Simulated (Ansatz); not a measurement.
**How high a cutoff does the level of V_N in AlN (P6_3mc) need?**

Question: how much does the plane-wave cutoff change the (+1/0) level of V_N in AlN (P6_3mc), and what does each choice cost? Model: a cell of 128 host atoms with 1 N taken out.

Calculated with Ansatz 0.2.0; plane-wave PAW DFT; relaxations with PBEsol, then single points with PBEsol, on supercells at fixed charge in a uniform background.

## Step 1: The structure

The cell holds 127 atoms: 64 Al and 63 N. Its edges and angles: a = 14.686 Å, b = 14.686 Å, c = 11.753 Å, α = 125.1°, β = 125.1°, γ = 94.5°. It derives from AlN (space group P6_3mc). Nearest the centre at fractional (0.554, 0.637, 0.750): Al102 at 1.89 Å, Al55 at 1.89 Å, Al117 at 1.89 Å, Al51 at 1.90 Å, N112 at 3.07 Å, N124 at 3.07 Å, N109 at 3.07 Å, N32 at 3.07 Å. The cell carries charge +1.

Known beforehand: the electronic dielectric constant, (4.50, 4.50, 4.73), and the static one, (8.20, 8.20, 9.74), computed on the host (DFPT, PBEsol).

The cell's shortest repeat is 11.8 Å.

## Step 2: Relaxing both charge states, PBEsol

The study needs fixed structures, so each charge is relaxed once, at one point at (¼, ¼, ¼), from small random displacements that break the symmetry of the site.

File qp1.relax/input.yaml:

```yaml
crystal:
  lattice:
    - [-4.67041106, 2.69646303, 4.9836768]
    - [4.67041106, -2.69646303, 4.9836768]
    - [1.55680365, 2.69646308, -4.9836768]
  atoms:
    - { symbol: Al, position: [0.416184, 0.08285, 0.0] }
    - { symbol: Al, position: [0.416184, 0.58285, 0.5] }
    - { symbol: Al, position: [0.916184, 0.08285, 0.5] }
    - { symbol: Al, position: [0.916184, 0.58285, 0.0] }
    - { symbol: Al, position: [0.33285, 0.166184, 0.5] }
    - { symbol: Al, position: [0.33285, 0.666184, 0.0] }
    - { symbol: Al, position: [0.83285, 0.166184, 0.0] }
    - { symbol: Al, position: [0.83285, 0.666184, 0.5] }
    - { symbol: "N", position: [0.10715, 0.273816, 0.5] }
    - { symbol: "N", position: [0.10715, 0.773816, 0.0] }
    - { symbol: "N", position: [0.60715, 0.273816, 0.0] }
    - { symbol: "N", position: [0.60715, 0.773816, 0.5] }
    - { symbol: "N", position: [0.023816, 0.35715, 0.0] }
    - { symbol: "N", position: [0.023816, 0.85715, 0.5] }
    - { symbol: "N", position: [0.523816, 0.35715, 0.5] }
    - { symbol: "N", position: [0.523816, 0.85715, 0.0] }
  supercell: [2, 2, 2]
  defects: [{ vacancy: 120 }]
total_charge: 1
basis:
  ecutwfc: 420
  xc_grid: 2
hamiltonian:
  xc: pbesol
  pseudopotentials: { kind: paw, azcp: { folder: soft_1 }, xc_functional: pbe }
kpoints:
  mp_grid: { grid: [1, 1, 1], shift: [0.25, 0.25, 0.25] }
scf:
  occupations: { method: fixed }
  max_iter: 60
output:
  forces: true
  charged_corrections:
    epsilon: [4.5, 4.5, 4.73]
    static_epsilon: [8.2, 8.2, 9.74]
    defect_position: [0.553575, 0.636908, 0.75]
relax:
  f_tol: 0.015
  max_steps: 60
  random_displacement: { amplitude: 0.04, seed: 6368 }
checkpoint:
  write: "../qp1.relax.run"
  compress: false
  write_wavefunctions: true
  write_every: 100000
```

Command:

```sh
ansatz run input.yaml --threads 32 --pin off --max-ram 84787MiB --backend cuda --events-out ev --progress --plain --runs-dir out --max-vram 78GiB
```

Numbers of over 12 decimals in the logs are rounded to 6 here.

The program printed:

```text
[... repeated set-up lines and file paths are left out, and long positions are rounded to six places ...]
Engine: ansatz 0.2.0, aarch64-unknown-linux-gnu
Pseudopotentials: kind: paw
Pseudopotential: Al, paw, valence charge 3, recommended cutoff 420 eV (normal), soft_1/Al.paw.azcp
Pseudopotential: N, paw, valence charge 5, recommended cutoff 420 eV (normal), soft_1/N.paw.azcp
Functional definition: PBEsol
  exchange = pbesol_x
  correlation = pbesol_c
[...]
Crystal: 127 atoms, lattice volume = 1338.931 Å³
Basis set: ecut = 420 eV, 26161 PW (Γ), exchange–correlation on 200×200×160 points (8 copies of the dense FFT grid, shifted against one another)
Bands: 380, of which v1, the nominal top of the filled ones, is band 253 counted from 1 (252 counted from 0)
Symmetry: 1 space group operations
k-points: 1
Non-local potential: Al, projectors of the file, l = 0: 2, l = 1: 2, l = 2: 1
Non-local potential: N, projectors of the file, l = 0: 2, l = 1: 2, l = 2: 1
PAW form: soft (Blöchl's): semilocal exchange-correlation on the pseudo side does not see the compensation charge
PAW frozen core: Al, regenerated for the run's functional, and the local potential with it (the file was generated under x = pbe(κ = 0.804, μ = 0.219515), c = pbe(β = 0.066725))
PAW frozen core: N, regenerated for the run's functional, and the local potential with it (the file was generated under x = pbe(κ = 0.804, μ = 0.219515), c = pbe(β = 0.066725))
PAW one-centre angular grid: Al, 110 points (default); XC on 64 Gauss nodes
PAW one-centre angular grid: N, 110 points (default); XC on 64 Gauss nodes
Initial density: superposition of atomic densities (chi_scale 0.1, normalization cell, long waves kept (reshape's long-wave potential 0.18 eV rms))
Initial wavefunctions: pseudopotential atomic-orbital guess
[...]
Functional: x = pbesol(κ = 0.804, μ = 0.123457), c = pbesol(β = 0.046)
SCF iter   1: F=—  HF=-57694.542744 eV  |Δ(HF+E_count)|=         —  Δρ=1.32e-1  dr2=2.88e2  Hψ=1186
preconditioner: auto → Resta (q_TF=auto, 2.320 Å⁻¹)  ε∞=3.6  [insulator: Δε(μ)=3.761 eV  Ē_g=14.132 eV  n_scr=288 (ndim 8)  ℏωp=22.8 eV  f_vac=0.000  ε∞_Penn≈3.6]
SCF iter   2: F=—  HF=-57610.312942 eV  |Δ(HF+E_count)|=    8.42e1  Δρ=4.51e-2  dr2=1.51e1  Hψ=730
[...]
SCF iter   9: F=-57605.835198 eV  HF=-57605.835199 eV  |Δ(HF+E_count)|=   2.95e-6  Δρ=9.73e-6  dr2=1.20e-6  Hψ=890
SCF 1 converged in 9 iterations: F = -57605.835198 eV  dr2 = 1.20e-6
[...]
relax step   1: F+E_penalty+E_count = -57605.83519792 eV  Δ(F+E_penalty+E_count) = +0.000e0 eV  max|allowed force component| = 1.533e0 eV/Å  Δτ_max = 0.0000 Å  (9 SCF iters, dr2 threshold 5.63e-6 eV, accepted)
[...]
relax step   2: F+E_penalty+E_count = -57607.32798622 eV  Δ(F+E_penalty+E_count) = -1.493e0 eV  max|allowed force component| = 8.662e-1 eV/Å  Δτ_max = 0.0688 Å  (5 SCF iters, dr2 threshold 1.00e-4 eV, accepted)
[...]
relax step   4: F+E_penalty+E_count = -57607.93932017 eV  Δ(F+E_penalty+E_count) = -1.709e-3 eV  max|allowed force component| = 3.234e-2 eV/Å  Δτ_max = 0.0080 Å  (6 SCF iters, accepted)
[...]
relax step   5: F+E_penalty+E_count = -57607.93940488 eV  Δ(F+E_penalty+E_count) = -8.471e-5 eV  max|allowed force component| = 8.899e-3 eV/Å  Δτ_max = 0.0054 Å  (5 SCF iters, accepted)
[...]
NSCF: frozen V_eff on 1 k-points
[...]
SCF converged after 5 iterations
Free energy (F): -57607.939405 eV
Harris-Foulkes:  -57607.939405 eV  (|F-HF|=1.44e-8)
Internal energy: -57607.939405 eV  (E = F + TS)
E sigma→0 (E₀):  -57607.939405 eV
Fermi energy:    7.273847 eV
--- Per-component energies (eV) ---
  E_band       = 876.253480
  E_kinetic    = 9830.309117
  E_local      = -13474.552859  (includes V_loc(G=0)·N_el)
  E_nonlocal   = 2833.241489
  E_hartree    = 4966.211319
  E_xc         = -6199.360268
  E_vxc        = -6724.106697  (∫ρ·V_xc dr)
  E_paw        = -37018.014930  (= ΣΔE_a)
  E_vpaw       = -1521.116370  (= ΣTr[D̂ρ^β])
  E_aug_tail   = 0.052811  (compensation charges beyond the density's cutoff)
  E_ewald      = -18548.821210
  E_core_change = 2.995125  (= ΣΔE_core)
  E_smearing   = -0.000000  (= −TS)
  E_closure    = 0.000000  (closes the sum)
  E_deformation_potential = 17.062512  (in the stress; not in F)
  Σ components = -57607.939405   (vs F -57607.939405, Δ=0.00e0)
--- Forces (eV/Å), atoms counted from 1 ---
  atom   1  Al     0.00446396    -0.00285027     0.00040514
  atom   2  Al     0.00090073    -0.00334092     0.00172943
  [... 4 atoms left out ...]
  [... 121 more lines of this table ...]
  max |Σ_I F_I| component: 4.90e-5 eV/Å
--- Charged-cell corrections in eV (Makov–Payne, q = +1.000 e, ε = [8.200, 8.200, 9.740]) ---
  F (periodic)     = -57607.939405  (uncorrected; the corrections below are reported, never added to it)
  E_corr1          = +0.216357  (monopole, q²α_M/2ε̄L, of the cell on which ε is isotropic)
  F Makov-Payne    = -57607.723048  (F + E_corr1; no measured alignment; for a localised charge, not one spread in a band: unchecked)
  no potential alignment in this run, which stands beside a crystal: run the host's input off ansatz write-host-input, and read the two finished runs by ansatz place-levels (neither reads a slab, a wire or a sheet, whose cell leaves a vacuum)
--- Band table (eV) ---
  k-point 0: bands = ["-7.9042", "-7.8778", "-7.5410", "-7.5061", "-7.4656", "-7.4275", "-7.1182", "-7.0920", "-6.8948", "-6.8906", [... rest cut ...]
--- Relaxed structure (5 steps of the walk, 5 accepted, 0 SCFs on fresh bases) ---
  F+E_penalty+E_count = -57607.93940488 eV   max|allowed force component| = 8.899e-3 eV/Å
  atoms:
    - { symbol: Al, position: [0.207596, 0.040669, -0.001438] }
    - { symbol: Al, position: [0.207092, 0.289739, 0.247604] }
    [... 4 atoms left out ...]
  [... 121 more lines of this table ...]
```

It took 5.2 s on 1 × NVIDIA GB200 with 32 threads of Arm Neoverse V2, shared host; peak memory 1.6 GiB; 20 s of CPU time.

The steps of the relaxation:

```csv
step,energy less that of the first step (eV),largest force component (eV/Å)
1,0.0000,1.5330
2,-1.4928,0.8662
3,-2.1024,0.0583
4,-2.1041,0.0323
5,-2.1042,0.0089
```

The atoms that moved most (Å, from the sites as typed, ahead of the random displacement, the mean shift of all atoms taken out):

```
 atom      dx      dy      dz  length
 Al51   0.001   0.000  -0.085   0.085
Al117  -0.037   0.021   0.005   0.043
Al102   0.036   0.020   0.008   0.042
 Al55   0.001  -0.041   0.008   0.042
 N126   0.010  -0.006  -0.017   0.020
  N94   0.000   0.000   0.017   0.017
 N124   0.000   0.011  -0.013   0.017
 N112  -0.009  -0.005  -0.013   0.017
```

The atoms nearest to the centre after the run:

```
 atom  distance (Å)
Al102         1.929
Al117         1.934
 Al55         1.938
 Al51         1.987
 N112         3.054
 N126         3.054
 N109         3.057
  N94         3.058
 N124         3.059
  N32         3.063
Al114         3.092
 N108         3.098
 N106         3.101
 N107         3.101
  N59         3.107
  N90         3.107
```

```csv
charge,moment set (μB),steps,largest displacement (Å),time
0,1,8,0.11,8.9 s
+1,0,5,0.08,5.2 s
```

The relaxation ends 17 meV an atom lower than the displaced start, with a largest force component of 0.0089 eV/Å.

## Step 3: First setting: 250 eV

Total energies converge slowly with the cutoff, but a level is a difference between cells with the same atoms, so much of the error should cancel. The host is run again at each cutoff.

File qp1.e250/input.yaml:

```yaml
crystal:
  checkpoint: "../qp1.relax.run"
  host: checkpoint
total_charge: 1
basis:
  ecutwfc: 250
  xc_grid: 2
hamiltonian:
  xc: pbesol
  pseudopotentials: { kind: paw, azcp: { folder: soft_1 }, xc_functional: pbe }
kpoints:
  mp_grid: { grid: [1, 1, 1], shift: [0.25, 0.25, 0.25] }
scf:
  occupations: { method: fixed }
  max_iter: 60
output:
  forces: true
  charged_corrections:
    epsilon: [4.5, 4.5, 4.73]
    static_epsilon: [8.2, 8.2, 9.74]
    defect_position: [0.553575, 0.636908, 0.75]
  eigenvalues: true
checkpoint:
  write: "../qp1.e250.run"
  compress: false
  write_wavefunctions: false
  write_every: 100000
```

The program printed:

```text
[...]
Warning: basis.ecutwfc = 250 eV is below the records' recommended 420 eV, and the density's cutoff is lower with it unless basis.ecutrho_ratio is high enough to keep the records' density cutoff: compare with a run at a higher cutoff
crystal.checkpoint: the structure is that of <dir>, a `relax` run, at its step 5: its result, under pbesol at a charge of 1 e; 127 atoms read, 0 with a starting moment; no density is read with it (checkpoint.read); crystal.structure_sha256 for this input is
[...]
device memory: the entry about to start is reckoned to put 4.2 GiB on a device that reports 174.4 GiB free (of which the cap on the GPU budget leaves the run 78.0 GiB)
GPU FFT provider: cuFFT
GPU libraries: cuBLAS 13.8.1, cuFFT 12.4.0, cuSOLVER 12.3.2
GPU matrix products: emulated (plane waves: as basis.precision tells), large ones in fixed point in workspaces of 1.00 GiB
Crystal: 127 atoms, lattice volume = 1338.931 Å³
Basis set: ecut = 250 eV, 11995 PW (Γ), exchange–correlation on 160×160×128 points (8 copies of the dense FFT grid, shifted against one another)
Bands: 380, of which v1, the nominal top of the filled ones, is band 253 counted from 1 (252 counted from 0)
[... 1 set-up line as in the run before ...]
[...]
k-points: 1
[...]
GPU buffer pool allocated for 409600 grid points (all kernels)
GPU transforms: local potential and band sums: pruned to the plane-wave sphere, on 75×75×64
[...]
SCF iter   1: F=—  HF=-57629.522009 eV  |Δ(HF+E_count)|=         —  Δρ=1.21e-1  dr2=2.44e2  Hψ=1284
[...]
SCF iter   3: F=—  HF=-57553.480485 eV  |Δ(HF+E_count)|=    4.95e0  Δρ=2.18e-2  dr2=3.81e0  Hψ=338
automatic band count: iteration 3 solves 293 bands in place of 380: the levels show a gap, and the empty bands left out lie too high to hold charge; the band table lists the bands solved (type scf.n_extra_bands for more)
SCF iter   4: F=—  HF=-57552.517508 eV  |Δ(HF+E_count)|=   9.63e-1  Δρ=1.54e-3  dr2=2.39e-2  Hψ=260
[...]
SCF iter  10: F=-57552.535206 eV  HF=-57552.535206 eV  |Δ(HF+E_count)|=   1.58e-8  Δρ=1.12e-6  dr2=1.57e-8  Hψ=1243
SCF 1 converged in 10 iterations: F = -57552.535206 eV  dr2 = 1.57e-8
[...]
SCF converged after 10 iterations
Free energy (F): -57552.535206 eV
[...]
Internal energy: -57552.535206 eV  (E = F + TS)
E sigma→0 (E₀):  -57552.535206 eV
Fermi energy:    7.329102 eV
[...]
--- Forces (eV/Å), atoms counted from 1 ---
  atom   1  Al     0.00639775     0.00092152    -0.00632327
  atom   2  Al     0.01195746     0.00902598    -0.00166539
  [... 4 atoms left out ...]
  [... 121 more lines of this table ...]
  max |Σ_I F_I| component: 8.83e-5 eV/Å
[...]
F Makov-Payne    = n/a  (the rows are of the electrons' constant alone; ansatz place-levels tells what screens the charge)
[...]
--- Band table (eV) ---
[...]
```

It took 1.7 s on 1 × NVIDIA GB200 with 32 threads; peak memory 1.4 GiB; 3.7 s of CPU time.

In the SCF lines HF is the Harris–Foulkes energy and dr2 the Hartree energy of the density residual, in eV; the loop may stop once dr2 is under the threshold and the program's other checks hold. Hψ counts applications of the Hamiltonian.

Both charges and the host at this setting go to place-levels, which corrects for the image charge and aligns the potentials.

File levels.e250.yaml:

```yaml
host:
  run: host.e250.run
states: [q0_M1.e250.run, qp1.e250.run]
geometry_from:
  q0_M1.e250.run: q0_M1.relax.run
  qp1.e250.run: qp1.relax.run
  host.e250.run: host.relax.run
```

Command:

```sh
ansatz place-levels levels.e250.yaml -- --threads 32 --pin off --max-ram 84787MiB
```

The program printed:

```text
(+1/0) 3.204 eV above the valence edge, 0.766 eV under the conduction edge
  edges by pbesol, gap 3.970 eV; the host is sampled to repeats of 12.45 Å
  the defect's cells are sampled to repeats of 12.45 Å, like sampling
  charge +1: -57552.3903 eV with its correction of +0.145 eV, at epsilon [8.2, 8.2, 9.74], aligned at sites: -0.0715 eV, mean over 48 atomic sites at or beyond 5.88 Å from the defect at [0.5536, 0.6369, 0.7500], with -0.002486 for the charge's moments and [...]
  charge 0: +0.000 eV for its dipole among its images, +0.000 omitted
  of states[1] (qp1.e250.run): how wide its charge is, is not read beside other atoms or cores, and a band state would take no correction. [...]
```

It took 0.15 s on 32 threads.

At this setting the gap is 3.970 eV and (+1/0) lies 3.204 eV above the valence top.

## Step 4: The other settings

In the defect's inputs only the studied keys change. The next input; the others follow the same pattern (350 eV, 420 eV, 500 eV, 600 eV and 750 eV):

qp1.e300/input.yaml, as its differences from qp1.e250/input.yaml of step 3:

```diff
@@ -5,3 +5,3 @@
 basis:
-  ecutwfc: 250
+  ecutwfc: 300
   xc_grid: 2
@@ -23,3 +23,3 @@
 checkpoint:
-  write: "../qp1.e250.run"
+  write: "../qp1.e300.run"
   compress: false
```

## Step 5: Result against cost

Times of the states on 1 × NVIDIA GB200 with 32 threads of Arm Neoverse V2, shared host; the host is run again at each setting:

| plane-wave cutoff | gap (eV) | (+1/0) above the valence top (eV) | under the conduction bottom (eV) | level less that at 750 eV (meV) | time, both charge states | time, host and placing | peak memory of a state (GiB) |
| --- | --- | --- | --- | --- | --- | --- | --- |
| 250 eV | 3.970 | 3.204 | 0.766 | -57 | 3.4 s | 2.6 s | 1.4 |
| 300 eV | 4.069 | 3.269 | 0.800 | 9 | 4.2 s | 2.5 s | 1.4 |
| 350 eV | 4.094 | 3.265 | 0.829 | 5 | 3.7 s | 2.9 s | 1.4 |
| 420 eV | 4.098 | 3.260 | 0.839 | 0 | 4.5 s | 3 s | 1.5 |
| 500 eV | 4.099 | 3.260 | 0.839 | 0 | 5.4 s | 3.7 s | 1.6 |
| 600 eV | 4.099 | 3.260 | 0.839 | 0 | 5.2 s | 3.2 s | 1.6 |
| 750 eV | 4.099 | 3.260 | 0.839 | 0 | 6.2 s | 28 s | 2.1 |

## Step 6: Outcome

- (plus 1/0) level, 250 eV: 3.20 eV
- (plus 1/0) level, 300 eV: 3.27 eV
- (plus 1/0) level, 350 eV: 3.27 eV
- (plus 1/0) level, 420 eV: 3.26 eV
- (plus 1/0) level, 500 eV: 3.26 eV
- (plus 1/0) level, 600 eV: 3.26 eV
- (plus 1/0) level, 750 eV: 3.26 eV

What this shows: Over the settings in the table the level spans 0.066 eV; from 350 eV on, both the level and its depth under the conduction bottom lie within 0.02 eV of the reference (750 eV, 3.26 eV). The gap is off most at 250 eV, which moves it by 0.13 eV, and the level's depth under the conduction bottom by 0.07 eV. The largest miss of the level above the valence top is 57 meV, with 250 eV. The total energy of the charged cell falls by 55.6 eV over the same range, so nearly all of the basis error cancels in the level. Cell and atoms were held and forces were not judged; the files' recommended cutoff is 420 eV. Only the charges 0 and +1 were run, each from one start, so (+1/0) need not be a change between stable states. The host ran in cells of different size at different settings, so its times don't compare. Keep in mind: one k-point off the zone centre stands for the whole zone; PBEsol makes the gap too small and tends to spread out bound carriers.

[Logs are printed without paths, hosts, clocks, repeated set-up lines and the standing remarks that a program may print on its own settings, such as how far it seeks lower states.]

[Hosts, paths, dates, database ids (printed as entryN), source tags and the programs' standing remarks are cut or masked in the printed files.]

[Where a table of states has a column of steps, it counts the stored structures, which are thinned; the runs took as many ionic steps or more.]

[For some hosts the program warned that the k-mesh of the response run may be too coarse for force constants and the static dielectric constant; such warnings are not shown here.]
